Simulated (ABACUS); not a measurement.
# AlN (P6_3mc) in ABACUS: notebook, part 2 of 2

ABACUS 3.10.1.

**3. Equation of state, r2SCAN, 9.82 Å³/atom (volume scaled by 0.94)**

INPUT reads:

```
INPUT_PARAMETERS
suffix              AlN
calculation         scf
basis_type          lcao
pseudo_dir          ./
orbital_dir         ./
symmetry            1
dft_functional      MGGA_X_R2SCAN+MGGA_C_R2SCAN
ecutwfc             100
pseudo_rcut         10
nspin               1
nbands              12
ks_solver           scalapack_gvx
smearing_method     fd
smearing_sigma      0.00367493
scf_thr             1e-07
scf_nmax            100
mixing_type         broyden
mixing_beta         0.7
cal_force           1
cal_stress          1
mixing_tau          1
out_mul             1
```

STRU reads:

```
ATOMIC_SPECIES
Al 26.9815 Al.upf
N 14.0070 N.upf

NUMERICAL_ORBITAL
Al_confined-atom_8au_2s2p1d.orb
N_confined-atom_6au_2s2p1d.orb

LATTICE_CONSTANT
1.8897261246

LATTICE_VECTORS
3.0494515564 0.0000000000 0.0000000000
-1.5247257782 2.6409025155 0.0000000000
0.0000000000 0.0000000000 4.8793184075

ATOMIC_POSITIONS
Cartesian

Al
0.0
2
1.5247257784 0.8803008384 2.4396592037 1 1 1
-0.0000000002 1.7606016771 0.0000000000 1 1 1

N
0.0
2
1.5247257784 0.8803008384 4.2938001986 1 1 1
-0.0000000002 1.7606016771 1.8541409948 1 1 1
```

KPT reads:

```
K_POINTS
0
Gamma
7 7 4 0 0 0
```

Potentials or basis: Ansatz NC PBE, DZP LCAO (the cutoffs set its grid).

On the command line:

```console
OMP_NUM_THREADS=1 mpirun -np 4 abacus > log
```

running log:

```text
[... set-up lines left out ...]
 LCAO ALGORITHM --------------- ION=   1  ELEC=   1--------------------------------

 Density error is 0.281035667896
----------------------------------------------------------
     Energy           Rydberg                 eV
----------------------------------------------------------
 E_KohnSham     -69.5510187698       -946.2901569742
 E_Harris       -64.6182101555       -879.1758526762
 E_Fermi        0.5754017631         7.8287426178
----------------------------------------------------------

 LCAO ALGORITHM --------------- ION=   1  ELEC=   2--------------------------------

 Density error is 0.145503750706
----------------------------------------------------------
     Energy           Rydberg                 eV
----------------------------------------------------------
 E_KohnSham     -69.9453749809       -951.6556484873
 E_Harris       -72.9674065044       -992.7724967417
 E_Fermi        0.8150368654         11.0891454499
----------------------------------------------------------
[... 69 lines left out ...]
 Density error is 2.47349716051e-07
----------------------------------------------------------
     Energy           Rydberg                 eV
----------------------------------------------------------
 E_KohnSham     -70.0160426087       -952.6171308887
 E_Harris       -70.0160401046       -952.6170968192
 E_Fermi        0.6466657764         8.7983392607
----------------------------------------------------------

 LCAO ALGORITHM --------------- ION=   1  ELEC=  10--------------------------------

 Density error is 5.73007472096e-09
----------------------------------------------------------
     Energy           Rydberg                 eV
----------------------------------------------------------
 E_KohnSham     -70.0160426090       -952.6171308931
 E_KS(sigma->0) -70.0160426090       -952.6171308931
 E_Harris       -70.0160425638       -952.6171302780
 E_band         1.9609488628         26.6800780206
 E_one_elec     -0.5630425401        -7.6605867618
 E_Hartree      11.2436915469        152.9782715918
 E_xc           -36.3040160789       -493.9414789572
 E_Ewald        -44.3926755368       -603.9933367658
 E_entropy(-TS) -0.0000000000        -0.0000000000
 E_descf        0.0000000000         0.0000000000
 E_exx          0.0000000000         0.0000000000
 E_Fermi        0.6466657967         8.7983395373
----------------------------------------------------------

 charge density convergence is achieved
 final etot is -952.61713089 eV
 EFERMI = 8.7983395373 eV

 STATE ENERGY(eV) AND OCCUPATIONS    NSPIN == 1
 1/24 kpoint (Cartesian) = 0.0000 0.0000 0.0000 (1115 pws)
       1       -9.20682      0.0102041
       2       -6.83779      0.0102041
       3       0.894864      0.0102041
       4        6.50258      0.0102041
       5        6.50258      0.0102041
       6        7.22839      0.0102041
       7        7.22839      0.0102041
       8        7.53016      0.0102041
       9        13.0673    8.49381e-40
      10        15.2307    1.37329e-58
      11        19.5614        0.00000
      12        19.5614        0.00000

 2/24 kpoint (Cartesian) = -0.046847 0.027047 0.0000 (1113 pws)
       1       -8.95691      0.0612245
       2       -6.70614      0.0612245
       3        1.21807      0.0612245
       4        5.30893      0.0612245
       5        6.13095      0.0612245
       6        6.15281      0.0612245
       7        7.15181      0.0612245
       8        7.35137      0.0612245
       9        14.0739    9.21083e-48
      10        16.1340    1.17629e-65
      11        18.2284    7.55459e-84
      12        18.6909    7.27038e-88
[... 43 lines left out ...]
 6/24 kpoint (Cartesian) = -0.093694 0.10819 0.0000 (1127 pws)
       1       -7.57752       0.122449
       2       -6.25496       0.122449
       3        2.43885       0.122449
       4        2.97766       0.122449
       5        3.37316       0.122449
       6        4.83718       0.122449
       7        6.13813       0.122449
       8        6.19063       0.122449
       9        14.5550    1.21977e-51
      10        15.4605    1.66559e-59
      11        17.2255    7.77139e-75
      12        18.7277    6.95984e-88

[... levels at 18 further k points ...]

 correction force for each atom along direction 1 is -0.00478618
 correction force for each atom along direction 2 is 0.00383832
 correction force for each atom along direction 3 is -0.00201134
------------------------------------------------------------------------------------------
 TOTAL-FORCE (eV/Angstrom)
------------------------------------------------------------------------------------------
                       Al1         0.0000000000         0.0000000000        -0.1707655696
                       Al2         0.0000000000         0.0000000000        -0.1707655696
                        N1         0.0000000000         0.0000000000         0.1707655696
                        N2         0.0000000000         0.0000000000         0.1707655696
------------------------------------------------------------------------------------------

----------------------------------------------------------------
 TOTAL-STRESS (KBAR)
----------------------------------------------------------------
      -741.0747264412        -0.0000000000         0.0000000000
         0.0000000000      -741.0747264145         0.0000000000
         0.0000000000        -0.0000000000      -718.1171887264
----------------------------------------------------------------
 TOTAL-PRESSURE: -733.422214 KBAR

 --------------------------------------------
 !FINAL_ETOT_IS -952.6171308930975101 eV
 --------------------------------------------
```

mulliken.txt:

```text
 0
CALCULATE THE MULLIkEN ANALYSIS FOR EACH ATOM
 Total charge:	16
Decomposed Mulliken populations
0                             Zeta of Al              Spin 1
s                                      0              0.8974
s                                      1             -0.0528
SUM OVER M+Zeta                                       0.8446

pz                                     0              0.0742
px                                     0              0.1061
py                                     0              0.0429
SUM OVER M                                            0.2233
pz                                     1              0.0706
px                                     1              0.0463
py                                     1              0.1071
SUM OVER M                                            0.2240
SUM OVER M+Zeta                                       0.4473
[... 85 lines left out ...]
dz^2                                   0              0.0040
dxz                                    0              0.0052
dyz                                    0              0.0042
dx^2-y^2                               0              0.0044
dxy                                    0              0.0063
SUM OVER M                                            0.0241
SUM OVER M+Zeta                                       0.0241

SUM OVER M+Zeta+L                                     5.7960

Total Charge on atom:                  N              5.7960
```

Wall time 18 s (4 MPI ranks of AMD EPYC 9R45 (Zen 5), shared host); peak memory 0.44 GiB.

What came out:

- Free energy: -952.6171 eV
- Pressure: -73.3 GPa
- Largest force: 0.171 eV/Å
- Band gap on the k mesh: 5.54 eV, direct
- Mulliken charges: Al +0.79, +0.80; N -0.79, -0.80 e

Caveat: the atomic orbitals were generated for these runs and aren't a published set; a meta-GGA on potentials with a model core is unreliable; Mulliken charges move with the basis; the potentials were made for another functional, which shifts forces and pressure; an odd mesh through Γ misses points on the zone boundary, where band edges often lie; the basis of atomic orbitals isn't converged, which shifts pressures, moduli and gaps.

**4. Equation of state, r2SCAN, 10.24 Å³/atom (volume scaled by 0.98)**

INPUT is that of step 3.

STRU reads:

```
ATOMIC_SPECIES
Al 26.9815 Al.upf
N 14.0070 N.upf

NUMERICAL_ORBITAL
Al_confined-atom_8au_2s2p1d.orb
N_confined-atom_6au_2s2p1d.orb

LATTICE_CONSTANT
1.8897261246

LATTICE_VECTORS
3.0921067530 0.0000000000 0.0000000000
-1.5460533765 2.6778429994 0.0000000000
0.0000000000 0.0000000000 4.9475694625

ATOMIC_POSITIONS
Cartesian

Al
0.0
2
1.5460533767 0.8926143330 2.4737847312 1 1 1
-0.0000000002 1.7852286664 0.0000000000 1 1 1

N
0.0
2
1.5460533767 0.8926143330 4.3538611270 1 1 1
-0.0000000002 1.7852286664 1.8800763958 1 1 1
```

KPT is that of step 3.

On the command line:

```console
OMP_NUM_THREADS=1 mpirun -np 4 abacus > log
```

Run time: 17 s. Hardware: 4 MPI ranks of AMD EPYC 9R45 (Zen 5), shared host; peak memory 0.4 GiB.

The run converged. Its results:

| Item | Value |
| --- | --- |
| Free energy | -952.6236 eV |
| Pressure | -80.5 GPa |
| Largest force | 0.140 eV/Å |
| Band gap on the k mesh | 5.10 eV, direct |
| Mulliken charges | Al +0.78, +0.77; N -0.78 e |

Caveat: the atomic orbitals were generated for these runs and aren't a published set; a meta-GGA on potentials with a model core is unreliable; Mulliken charges move with the basis; the potentials were made for another functional, which shifts forces and pressure; the basis of atomic orbitals isn't converged, which shifts pressures, moduli and gaps.

**5. Equation of state, r2SCAN, 10.66 Å³/atom (volume scaled by 1.02)**

INPUT is that of step 4.

STRU reads:

```
ATOMIC_SPECIES
Al 26.9815 Al.upf
N 14.0070 N.upf

NUMERICAL_ORBITAL
Al_confined-atom_8au_2s2p1d.orb
N_confined-atom_6au_2s2p1d.orb

LATTICE_CONSTANT
1.8897261246

LATTICE_VECTORS
3.1336164949 0.0000000000 0.0000000000
-1.5668082474 2.7137914903 0.0000000000
0.0000000000 0.0000000000 5.0139877163

ATOMIC_POSITIONS
Cartesian

Al
0.0
2
1.5668082476 0.9045971633 2.5069938582 1 1 1
-0.0000000001 1.8091943270 0.0000000000 1 1 1

N
0.0
2
1.5668082476 0.9045971633 4.4123091903 1 1 1
-0.0000000001 1.8091943270 1.9053153322 1 1 1
```

KPT is that of step 4.

On the command line:

```console
OMP_NUM_THREADS=1 mpirun -np 4 abacus > log
```

It took 17 s on 4 MPI ranks of AMD EPYC 9R45 (Zen 5), shared host; peak memory 0.44 GiB.

It converged, with:

```yaml
Free_energy: -952.5445 eV
Pressure: -85.9 GPa
Largest_force: 0.114 eV/Å
Band_gap_on_the_k_mesh: 4.69 eV, direct
Mulliken_charges: Al +0.78, +0.76; N -0.76, -0.77 e
```

Caveat: the atomic orbitals were generated for these runs and aren't a published set; a meta-GGA on potentials with a model core is unreliable; Mulliken charges move with the basis; the potentials were made for another functional, which shifts forces and pressure; the basis of atomic orbitals isn't converged, which shifts pressures, moduli and gaps.

**6. Equation of state, r2SCAN, 11.08 Å³/atom (volume scaled by 1.06)**

INPUT is that of step 5.

STRU reads:

```
ATOMIC_SPECIES
Al 26.9815 Al.upf
N 14.0070 N.upf

NUMERICAL_ORBITAL
Al_confined-atom_8au_2s2p1d.orb
N_confined-atom_6au_2s2p1d.orb

LATTICE_CONSTANT
1.8897261246

LATTICE_VECTORS
3.1740547162 0.0000000000 0.0000000000
-1.5870273581 2.7488120173 0.0000000000
0.0000000000 0.0000000000 5.0786914685

ATOMIC_POSITIONS
Cartesian

Al
0.0
2
1.5870273583 0.9162706723 2.5393457342 1 1 1
-0.0000000002 1.8325413450 0.0000000000 1 1 1

N
0.0
2
1.5870273583 0.9162706723 4.4692484923 1 1 1
-0.0000000002 1.8325413450 1.9299027580 1 1 1
```

KPT is that of step 5.

Potentials or basis: Ansatz NC PBE, DZP LCAO (the cutoffs set its grid).

On the command line:

```console
OMP_NUM_THREADS=1 mpirun -np 4 abacus > log
```

It took 17 s on 4 MPI ranks of AMD EPYC 9R45 (Zen 5), shared host; peak memory 0.44 GiB.

Results (log left out):

```yaml
Free_energy: -952.3955 eV
Pressure: -90.0 GPa
Largest_force: 0.087 eV/Å
Band_gap_on_the_k_mesh: 4.31 eV, direct
Mulliken_charges: Al +0.77, +0.74; N -0.76 e
```

Caveat: the atomic orbitals were generated for these runs and aren't a published set; a meta-GGA on potentials with a model core is unreliable; Mulliken charges move with the basis; the potentials were made for another functional, which shifts forces and pressure; the basis of atomic orbitals isn't converged, which shifts pressures, moduli and gaps.

**7. Equation of state, r2SCAN**

Potentials or basis: Ansatz NC PBE, DZP LCAO (the cutoffs set its grid).

This step only gathers the single runs of the series.

What came out:

| Quantity | Value |
| --- | --- |
| Equilibrium volume | 10.06 Å³/atom (rough: see the caveat) |
| Bulk modulus at fixed shape and positions | 214 GPa (rough) |

Energy against volume, from the lowest point:
| volume (Å³/atom) | energy (meV/atom) |
| --- | --- |
| 9.824 | 1.61 |
| 10.242 | 0.00 |
| 10.660 | 19.76 |
| 11.078 | 57.02 |

Caveat: the atomic orbitals were generated for these runs and aren't a published set; a meta-GGA on potentials with a model core is unreliable; the fit of the energies and the printed pressures disagree; the cell was scaled at fixed shape and fractional positions, which overstates the stiffness of a crystal with free parameters, most of all of layers and chains; the potentials were made for another functional, which shifts forces and pressure; the basis of atomic orbitals isn't converged, which shifts pressures, moduli and gaps.
